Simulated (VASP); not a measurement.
Here is a VASP 6.6.1 calculation.

File INCAR:

```
ALGO = Normal
EDIFF = 1E-7
EDIFFG = -0.02
ENCUT = 600
GGA = CA
IBRION = 2
ISIF = 3
ISMEAR = -1
LASPH = T
LCHARG = F
LREAL = F
LWAVE = F
NELM = 100
NSW = 40
PREC = Accurate
SIGMA = 0.05
```

The input KPOINTS:

```
k-points
0
Gamma
  8 8 8
```

The input POSCAR:

```
TaN
1.0
    2.9380000000      0.0000000000      0.0000000000
   -1.4690000000      2.5443826363      0.0000000000
    0.0000000000      0.0000000000      2.8830000000
Ta N
1 1
Direct
    0.0000000000      0.0000000000      0.5000000000
    0.6666666667      0.3333333333      0.0000000000
```

Potentials or basis: VASP PAW LDA potentials, release 64 (Ta_pv, N).

Launch:

```bash
$ cat potpaw_LDA.64/Ta_pv/POTCAR potpaw_LDA.64/N/POTCAR > POTCAR
$ mpirun -np 1 vasp_std > vasp.out
```

Q: Predict the space group after relaxing (to 0.05 Å).

A: P-6m2 (No. 187).

Q: What does it give for the band gap on the k mesh?

A: None (metal or under the smearing width).

Q: What does it give for the relaxed volume?

A: 10.49 Å³/atom.

Final structure:
```xyz
2
Lattice="2.9119 0.0000 0.0000 -1.4559 2.5218 0.0000 0.0000 0.0000 2.8563" Properties=species:S:1:pos:R:3 pbc="T T T"
Ta    0.0000    0.0000    1.4281
N     1.4559    0.8406    0.0000
```

Spin-orbit coupling is left out, which matters for the levels of Ta. Zero-point motion and thermal expansion aren't in these numbers.
